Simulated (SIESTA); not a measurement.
GaN under changes of volume

One of the cells (11.795 Å³/atom); the others are scaled copies at fixed shape and fractional positions:

```
Ga N
1.0
     3.23281    0.00000    0.00000
    -1.61640    2.79969    0.00000
     0.00000    0.00000   10.42543
Ga N
4 4
Cartesian
  0.0000 0.0000 8.1930
  1.6164 0.9332 0.3894
  0.0000 1.8665 5.6021
  0.0000 0.0000 2.9803
  0.0000 0.0000 0.9700
  1.6164 0.9332 3.5837
  0.0000 0.0000 6.1827
  0.0000 1.8665 8.7964
```

The cell is a database's computed one.

| Quantity | Value |
| --- | --- |
| Program | SIESTA 5.4.2 |
| Functional | PBE |
| Potentials or basis | PseudoDojo 0.4 standard (PBE files) |
| Basis | DZP (energy shift 0.003 Ry; two zetas on semicore shells) |
| Grid cutoff | 800 Ry |
| Energy shift | 0.003 Ry |
| k mesh | 10 × 10 × 3 |
| Occupations | fermi-dirac, width 0.05 eV |
| Spin | no spin polarisation |

```tsv
volume (Å³/atom)	energy over the lowest point (meV/atom)	pressure (GPa)	gap on the mesh (eV)	largest force (eV/Å)
10.870	36.46	15.1	1.32	0.964
11.101	18.25	10.3	1.15	0.808
11.332	6.55	6.1	0.99	0.659
11.795	0.00	-1.2	0.69	0.399
12.026	?	?	?	?
12.257	11.96	-6.9	0.43	0.231
```

Q: What does the run at 12.026 Å³/atom give?

A: Energy over the lowest point 3.93 meV/atom; pressure -4.2 GPa; gap on the mesh 0.55 eV; largest force 0.281 eV/Å.

Worked out: A Birch-Murnaghan fit of order 3 (a polynomial in V^(-2/3)) to the other rows has its minimum at 11.71 Å³/atom with B0 = V·E''(V) = 169 GPa and B' = 4.9 at fixed shape and positions, which overstates the stiffness. It gives 3.93 meV/atom at 12.026 Å³/atom, against the run's 3.93, and -dE/dV = -4.2 GPa, against -4.2. A straight line through the other rows of the gap, of slope -7.41 eV per unit of ln V (its deformation potential), gives 0.56 eV, against the run's 0.55.

Energies are extrapolated to zero smearing.

Caveats: an odd mesh through Γ misses points on the zone boundary, where band edges often lie; the basis of atomic orbitals isn't converged, which shifts pressures, moduli and gaps. Spin-orbit coupling on Ga is left out.
